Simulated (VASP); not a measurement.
# BN (P6_3/mmc) in VASP: further runs

One crystal, BN, is run at these levels: PBE+D3(BJ); tasks: relaxation of cell and atoms.

Everything below comes from runs of VASP 6.6.1. Logs are shortened: lines on timing, memory, paths and dates and some standing lists are left out, and cuts for length are marked.

**1. Starting point**

The structure is hexagonal, space group P6_3/mmc (No. 194). The conventional cell has a = 2.498 Å, b = 2.498 Å, c = 6.636 Å, α = 90.00°, β = 90.00°, γ = 120.00°. B (site symmetry -6m2) is surrounded by 3 N at 1.44 Å. N (site symmetry -6m2) is surrounded by 3 B at 1.44 Å.

**2. Relaxation of cell and atoms, PBE+D3(BJ)**

The input, INCAR:

```
SYSTEM = BN
  ALGO = Normal
  EDIFF = 1E-7
  EDIFFG = -0.002
  ENCUT = 520
  GGA = PE
  IBRION = 2
  ISIF = 3
  ISMEAR = 0
  IVDW = 12
  LASPH = .TRUE.
  LCHARG = .FALSE.
  LREAL = .FALSE.
  LWAVE = .FALSE.
  NELM = 80
  NSW = 80
  PREC = Accurate
  SIGMA = 0.02
```

The input, KPOINTS:

```
k-points
0
G
  6 6 2
  0 0 0
```

The input, POSCAR:

```
BN
1.0
    2.4982400000      0.0000000000      0.0000000000
   -1.2491200000      2.1635393000      0.0000000000
    0.0000000000      0.0000000000      6.6357000000
B N
2 2
Direct
    0.3333333300      0.6666666700      0.2500000000
    0.6666666700      0.3333333300      0.7500000000
    0.3333333300      0.6666666700      0.7500000000
    0.6666666700      0.3333333300      0.2500000000
```

Potentials or basis: VASP PAW PBE potentials, release 64 (B, N).

The run is started by

```
$ cat potpaw_PBE.64/B/POTCAR potpaw_PBE.64/N/POTCAR > POTCAR
$ mpirun -np 1 vasp_std > vasp.out
```

OUTCAR:

```text
SYSTEM = BN
   EDIFF = 1E-7
   EDIFFG = -0.002
   ENCUT = 520
   GGA = PE
   IBRION = 2
   ISIF = 3
   ISMEAR = 0
   IVDW = 12
   LASPH = .TRUE.
   LREAL = .FALSE.
   NELM = 80
   NSW = 80
   PREC = Accurate
 IVDW          = 12

 ion  position               nearest neighbor table
   1  0.333  0.667  0.250-   4 1.44   4 1.44   4 1.44
   2  0.667  0.333  0.750-   3 1.44   3 1.44   3 1.44
   3  0.333  0.667  0.750-   2 1.44   2 1.44   2 1.44
   4  0.667  0.333  0.250-   1 1.44   1 1.44   1 1.44

  LATTYP: Found a hexagonal cell.
 ALAT       =     2.4982400000
 C/A-ratio  =     2.6561499296

  Lattice vectors:

 A1 = (   2.4982400000,   0.0000000000,   0.0000000000)
 A2 = (  -1.2491200000,   2.1635393000,   0.0000000000)
 A3 = (   0.0000000000,   0.0000000000,   6.6357000000)

Analysis of symmetry for initial positions (statically):
=====================================================================
 Subroutine PRICEL returns:
 Original cell was already a primitive cell.

 Routine SETGRP: Setting up the symmetry group for a
 hexagonal supercell.

 Subroutine GETGRP returns: Found 24 space group operations
 (whereof 12 operations were pure point group operations)
 out of a pool of 24 trial point group operations.

The static configuration has the point symmetry D_3d.
 The point group associated with its full space group is D_6h.

Analysis of symmetry for dynamics (positions and initial velocities):
=====================================================================
 Subroutine PRICEL returns:
 Original cell was already a primitive cell.

 Routine SETGRP: Setting up the symmetry group for a
 hexagonal supercell.

 Subroutine GETGRP returns: Found 24 space group operations
 (whereof 12 operations were pure point group operations)
 out of a pool of 24 trial point group operations.

The dynamic configuration has the point symmetry D_3d.
 The point group associated with its full space group is D_6h.

 Subroutine INISYM returns: Found 24 space group operations
 (whereof 12 operations are pure point group operations),
 and found     1 'primitive' translations

----------------------------------------------------------------------------------------

                                     Primitive cell

  volume of cell :      35.8662

  direct lattice vectors                    reciprocal lattice vectors
     2.498240000  0.000000000  0.000000000     0.400281798  0.231102805  0.000000000
    -1.249120000  2.163539300  0.000000000     0.000000000  0.462205609  0.000000000
     0.000000000  0.000000000  6.635700000     0.000000000  0.000000000  0.150700002

[... 74 lines left out ...]
   ENCUT  =  520.0 eV  38.22 Ry    6.18 a.u.   4.65  4.65 12.34*2*pi/ulx,y,z
   NELM   =     80;   NELMIN=  2; NELMDL= -5     # of ELM steps
   EDIFF  = 0.1E-06   stopping-criterion for ELM
   LREAL  =      F    real-space projection
   EDIFFG = -.2E-02   stopping-criterion for IOM
   NSW    =     80    number of steps for IOM
   IBRION =      2    ionic relax: 0-MD 1-quasi-New 2-CG
   NFREE  =      1    steps in history (QN), initial steepest desc. (CG)
   ISIF   =      3    stress and relaxation
   ISYM   =      2    0-nonsym 1-usesym 2-fastsym
   POTIM  = 0.5000    time-step for ionic-motion
   TEBEG  =    0.0;   TEEND  =   0.0 temperature during run
   PSTRESS=    0.0 pullay stress
   NELECT =      16.0000    total number of electrons
   NUPDOWN=      -1.0000    fix difference up-down
   EMIN   =  10.00;   EMAX   =-10.00  energy-range for DOS
   EFERMI =   0.00;   METHOD = LEGACY
   ISMEAR =     0;   SIGMA  =   0.02  broadening in eV -4-tet -1-fermi 0-gaus
   EFERMI_NEDOS =   21; number of points for ismear=-14 and -15
   IALGO  =     38    algorithm
   IMIX   =      4    mixing-type and parameters
     AMIX     =   0.40;   BMIX     =  1.00
     AMIX_MAG =   1.60;   BMIX_MAG =  1.00
  volume/ion in A,a.u.               =       8.97        60.51
  Fermi-wavevector in a.u.,A,eV,Ry     =   1.250891  2.363842 21.289433  1.564729
  Thomas-Fermi vector in A             =   2.384864
   LORBIT       =      0    0 simple, 1 ext, 2 COOP (PROOUT), +10 PAW based schemes
   GGA     = PE    functional components
   LHFCALC =     F    Hartree Fock is set to
   AEXX    =    0.0000 exact exchange contribution
   IVDW    =    12    specifies the selected vdW correction
   LEPSILON=     F    determine dielectric tensor
   LRPA    =     F    only Hartree local field effects (RPA)
 conjugate gradient relaxation of ions
 non-spin polarized calculation
 Gauss-broadening in eV      SIGMA  =   0.02
  energy-cutoff  :      520.00
  volume of cell :       35.87
 maximum number of plane-waves:       985
 NGX is ok and might be reduce to    20
   NGX =  9   NGY =  9   NGZ = 25

--------------------------------------- Ionic step        1  -------------------------------------------

 number of electron      15.9999997 magnetization

 Free energy of the ion-electron system (eV)
  ---------------------------------------------------
  ext. energy  EPLUGINS =         0.00000000
  ---------------------------------------------------
  free energy    TOTEN  =       -35.14552857 eV

  energy without entropy =      -35.14552857  energy(sigma->0) =      -35.14552857

------------------------ aborting loop because EDIFF is reached ----------------------------------------

 Edisp (eV)   -0.56768

 E8    (eV) :    -0.1663
[... 111 lines left out ...]
  FREE ENERGIE OF THE ION-ELECTRON SYSTEM (eV)
  ---------------------------------------------------
  free  energy   TOTEN  =       -35.7160422654 eV

  energy  without entropy=      -35.7160422654  energy(sigma->0) =      -35.71604227

[... ionic steps 4 to 8 ...]

--------------------------------------- Ionic step        9  -------------------------------------------

 number of electron      15.9999997 magnetization

------------------------ aborting loop because EDIFF is reached ----------------------------------------
[... 79 lines left out ...]
--------------------------------------- Ionic step       11  -------------------------------------------

 number of electron      15.9999997 magnetization

 Free energy of the ion-electron system (eV)
  ---------------------------------------------------
  ext. energy  EPLUGINS =         0.00000000
  ---------------------------------------------------
  free energy    TOTEN  =       -35.14823958 eV

  energy without entropy =      -35.14823958  energy(sigma->0) =      -35.14823958

 E-fermi :   2.4386     XC(G=0): -10.1066

 val. band max:        2.3125960196   @ k =   0.3333   0.3333   0.5000
 cond. band min:       6.5745268063   @ k =   0.5000  -0.0000   0.0000
 fundamental gap:      4.2619307867
 Fermi energy:         2.4386388984

 k-point     1 :       0.0000    0.0000    0.0000
  band No.  band energies     occupation
      1     -15.4728      2.00000
      2     -15.1628      2.00000
      3      -3.9136      2.00000
      4      -1.7164      2.00000
      5       0.9790      2.00000
      6       0.9790      2.00000
      7       1.0190      2.00000
      8       1.0190      2.00000
      9       7.6164      0.00000
     10      12.6964      0.00000
     11      13.8314      0.00000
     12      13.8314      0.00000
[... 228 lines left out ...]
  FREE ENERGIE OF THE ION-ELECTRON SYSTEM (eV)
  ---------------------------------------------------
  free  energy   TOTEN  =       -35.7161579661 eV

  energy  without entropy=      -35.7161579661  energy(sigma->0) =      -35.71615797

 reached required accuracy - stopping structural energy minimisation
```

Wall time 1.7 min (1 thread of AMD EPYC 7R43 (Zen 3), shared host); peak memory 0.12 GiB.

What came out:

| Quantity | Value |
| --- | --- |
| Free energy | -35.7162 eV |
| Relaxed volume | 8.97 Å³/atom |
| Relaxed cell | a = 2.507 Å, b = 2.507 Å, c = 6.596 Å, α = 90.00°, β = 90.00°, γ = 120.00° |
| Space group after relaxing (to 0.05 Å) | P6_3/mmc (No. 194) |
| Energy gained by relaxing | 0.7 meV/atom |
| Ionic steps | 11 |
| Pressure after relaxing | 0.0 GPa |
| Band gap on the k mesh | 4.26 eV, indirect (least direct gap 4.63 eV) |
| Dispersion energy per atom | -0.142 eV |

The path:
| step | energy change (eV) | largest force (eV/Å) | pressure (GPa) | volume (Å³) |
| --- | --- | --- | --- | --- |
| 1 | 0.0000 | 0.0000 | 2.42 | 35.87 |
| 2 | 0.0076 | 0.0000 | -4.64 | 36.57 |
| 3 | -0.0028 | 0.0000 | -0.07 | 36.11 |
| 4 | -0.0028 | 0.0000 | -0.02 | 36.10 |
| 5 | -0.0028 | 0.0000 | -0.02 | 36.09 |
| 6 | -0.0029 | 0.0000 | -0.01 | 36.05 |
| 7 | -0.0029 | 0.0000 | 0.01 | 35.96 |
| 8 | -0.0029 | 0.0000 | 0.05 | 35.79 |
| 9 | -0.0030 | 0.0000 | 0.02 | 35.89 |
| 10 | -0.0029 | 0.0000 | -0.21 | 35.92 |
| 11 | -0.0030 | 0.0000 | 0.00 | 35.90 |

Final structure:
```
B N
1.0
     2.50675    0.00000    0.00000
    -1.25338    2.17091    0.00000
     0.00000    0.00000    6.59639
B N
2 2
Direct
  0.33333 0.66667 0.25000
  0.66667 0.33333 0.75000
  0.33333 0.66667 0.75000
  0.66667 0.33333 0.25000
```

Levels at points of the mesh, in eV from the valence-band top:
```
           k point  band 5  band 6  band 7  band 8  band 9  band 10  band 11  band 12
(0.00, 0.00, 0.00)   -1.33   -1.33   -1.29   -1.29    5.30    10.38    11.52    11.52
(0.50, 0.00, 0.00)   -4.14   -4.07   -1.46   -0.41    4.26     5.67     9.51     9.92
(0.00, 0.00, 0.50)   -1.31   -1.31   -1.31   -1.31    7.70     7.70    11.58    11.58
(0.50, 0.00, 0.50)   -4.10   -4.10   -0.91   -0.91    4.73     4.73     9.89     9.89
```

Caveat: the k mesh is coarse (spacing up to 0.48 Å⁻¹), so the values aren't converged. A k mesh can miss the band edges.

**3. Relaxation of cell and atoms, PBE+D3(BJ)**

INCAR is that of step 2.

KPOINTS is that of step 2.

The input, POSCAR:

```
BN                                      
1.0
    2.5067522025     -0.0000000000     -0.0000000000
   -1.2533761013      2.1709110836      0.0000000000
   -0.0000000000      0.0000000000      6.5963922373
  B               N             
     2     2
Direct
     0.3333333300000021    0.6666666699999979    0.2500000000000000
     0.6666666699999979    0.3333333300000021    0.7500000000000000
     0.3333333300000021    0.6666666699999979    0.7500000000000000
     0.6666666699999979    0.3333333300000021    0.2500000000000000
```

Potentials or basis: VASP PAW PBE potentials, release 64 (B, N).

The run is started by

```
$ cat potpaw_PBE.64/B/POTCAR potpaw_PBE.64/N/POTCAR > POTCAR
$ mpirun -np 1 vasp_std > vasp.out
```

OUTCAR:

```text
SYSTEM = BN
   EDIFF = 1E-7
   EDIFFG = -0.002
   ENCUT = 520
   GGA = PE
   IBRION = 2
   ISIF = 3
   ISMEAR = 0
   IVDW = 12
   LASPH = .TRUE.
   LREAL = .FALSE.
   NELM = 80
   NSW = 80
   PREC = Accurate
 IVDW          = 12

 ion  position               nearest neighbor table
   1  0.333  0.667  0.250-   4 1.45   4 1.45   4 1.45
   2  0.667  0.333  0.750-   3 1.45   3 1.45   3 1.45
   3  0.333  0.667  0.750-   2 1.45   2 1.45   2 1.45
   4  0.667  0.333  0.250-   1 1.45   1 1.45   1 1.45

  LATTYP: Found a hexagonal cell.
 ALAT       =     2.5067522025
 C/A-ratio  =     2.6314496625

  Lattice vectors:

 A1 = (   2.5067522025,   0.0000000000,   0.0000000000)
 A2 = (  -1.2533761013,   2.1709110836,   0.0000000000)
 A3 = (   0.0000000000,   0.0000000000,   6.5963922373)

Analysis of symmetry for initial positions (statically):
=====================================================================
 Subroutine PRICEL returns:
 Original cell was already a primitive cell.

 Routine SETGRP: Setting up the symmetry group for a
 hexagonal supercell.

 Subroutine GETGRP returns: Found 24 space group operations
 (whereof 12 operations were pure point group operations)
[... 182 lines left out ...]
     12      13.8319      0.00000
[... 181 lines left out ...]
 k-point    14 :       0.3333    0.3333    0.5000
  band No.  band energies     occupation
      1     -11.6590      2.00000
      2     -11.6590      2.00000
      3      -5.5587      2.00000
      4      -5.5587      2.00000
      5      -4.8331      2.00000
      6      -4.8331      2.00000
      7       2.3125      2.00000
      8       2.3125      2.00000
      9       6.9455      0.00000
     10       6.9455      0.00000
     11      14.3145      0.00000
     12      14.3145      0.00000

------------------------ aborting loop because EDIFF is reached ----------------------------------------

 Edisp (eV)   -0.56792

 E8    (eV) :    -0.1664

  FORCE on cell =-STRESS in cart. coord.  units (eV):
  Direction    XX          YY          ZZ          XY          YZ          ZX
  --------------------------------------------------------------------------------------
  -------------------------------------------------------------------------------------
  Total       0.00021     0.00021    -0.00204    -0.00000     0.00000     0.00000
  in kB       0.00917     0.00917    -0.09118    -0.00000     0.00000     0.00000
  external pressure =       -0.02 kB  Pullay stress =        0.00 kB

 VOLUME and BASIS-vectors are now :
 -----------------------------------------------------------------------------
  energy-cutoff  :      520.00
  volume of cell :       35.90
      direct lattice vectors                 reciprocal lattice vectors
     2.506752202  0.000000000  0.000000000     0.398922558  0.230318047  0.000000000
    -1.253376101  2.170911084  0.000000000     0.000000000  0.460636093  0.000000000
     0.000000000  0.000000000  6.596392237     0.000000000  0.000000000  0.151598020

 POSITION                                       TOTAL-FORCE (eV/Angst)
 -----------------------------------------------------------------------------------
     -0.00000      1.44727      1.64910        -0.000000     -0.000000      0.000000
      1.25338      0.72364      4.94729        -0.000000      0.000000      0.000000
     -0.00000      1.44727      4.94729        -0.000000     -0.000000      0.000000
      1.25338      0.72364      1.64910         0.000000      0.000000      0.000000
 -----------------------------------------------------------------------------------
    total drift:                               -0.000002      0.000001      0.000000

  FREE ENERGIE OF THE ION-ELECTRON SYSTEM (eV)
  ---------------------------------------------------
  free  energy   TOTEN  =       -35.7161280866 eV

  energy  without entropy=      -35.7161280866  energy(sigma->0) =      -35.71612809

 reached required accuracy - stopping structural energy minimisation
```

OSZICAR:

```text
N       E                     dE             d eps       ncg     rms          rms(c)
DAV:   1     0.586045338182E+02    0.58605E+02   -0.84520E+03   344   0.123E+03
DAV:   2    -0.348612971651E+02   -0.93466E+02   -0.87208E+02   488   0.270E+02
DAV:   3    -0.386423114629E+02   -0.37810E+01   -0.37624E+01   436   0.547E+01
DAV:   4    -0.386763255307E+02   -0.34014E-01   -0.34002E-01   392   0.565E+00
DAV:   5    -0.386768306826E+02   -0.50515E-03   -0.50507E-03   428   0.670E-01    0.112E+01
DAV:   6    -0.355061429498E+02    0.31707E+01   -0.80211E+00   384   0.233E+01    0.507E+00
DAV:   7    -0.352263332563E+02    0.27981E+00   -0.48208E-01   404   0.613E+00    0.313E+00
DAV:   8    -0.351502107373E+02    0.76123E-01   -0.28141E-01   412   0.411E+00    0.394E-01
DAV:   9    -0.351472074692E+02    0.30033E-02   -0.11219E-02   380   0.965E-01    0.183E-01
DAV:  10    -0.351481178656E+02   -0.91040E-03   -0.12561E-03   404   0.311E-01    0.384E-02
DAV:  11    -0.351482108315E+02   -0.92966E-04   -0.19646E-04   416   0.125E-01    0.265E-02
DAV:  12    -0.351482093385E+02    0.14930E-05   -0.43959E-05   400   0.593E-02    0.453E-03
DAV:  13    -0.351482095980E+02   -0.25950E-06   -0.17482E-06   412   0.119E-02    0.929E-04
DAV:  14    -0.351482096991E+02   -0.10106E-06   -0.15630E-07   352   0.334E-03    0.430E-04
DAV:  15    -0.351482096971E+02    0.19397E-08   -0.54742E-09   244   0.661E-04
   1 F= -.35716128E+02 E0= -.35716128E+02  d E =-.357161E+02
```

CONTCAR:

```text
BN
   1.00000000000000
     2.5067522025000000    0.0000000000000000    0.0000000000000000
    -1.2533761013000000    2.1709110836000001    0.0000000000000000
     0.0000000000000000    0.0000000000000000    6.5963922372999999
  B               N
     2     2
Direct
     0.3333333300000021    0.6666666699999979    0.2500000000000000
     0.6666666699999979    0.3333333300000021    0.7500000000000000
     0.3333333300000021    0.6666666699999979    0.7500000000000000
     0.6666666699999979    0.3333333300000021    0.2500000000000000

  0.00000000E+00  0.00000000E+00  0.00000000E+00
  0.00000000E+00  0.00000000E+00  0.00000000E+00
  0.00000000E+00  0.00000000E+00  0.00000000E+00
  0.00000000E+00  0.00000000E+00  0.00000000E+00
```

Wall time 20 s (1 thread of AMD EPYC 7R43 (Zen 3), shared host); peak memory 0.11 GiB.

Results:

- Free energy: -35.7161 eV
- Pressure after relaxing: 0.0 GPa
- Band gap on the k mesh: 4.26 eV, indirect (least direct gap 4.63 eV)
- Dispersion energy per atom: -0.142 eV

Final structure:
```xyz
4
Lattice="2.5068 0.0000 0.0000 -1.2534 2.1709 0.0000 0.0000 0.0000 6.5964" Properties=species:S:1:pos:R:3 pbc="T T T"
B     0.0000    1.4473    1.6491
B     1.2534    0.7236    4.9473
N     0.0000    1.4473    4.9473
N     1.2534    0.7236    1.6491
```

Caveat: the k mesh is coarse (spacing up to 0.48 Å⁻¹), so the values aren't converged; the relaxation stopped at its first step, so nothing moved.
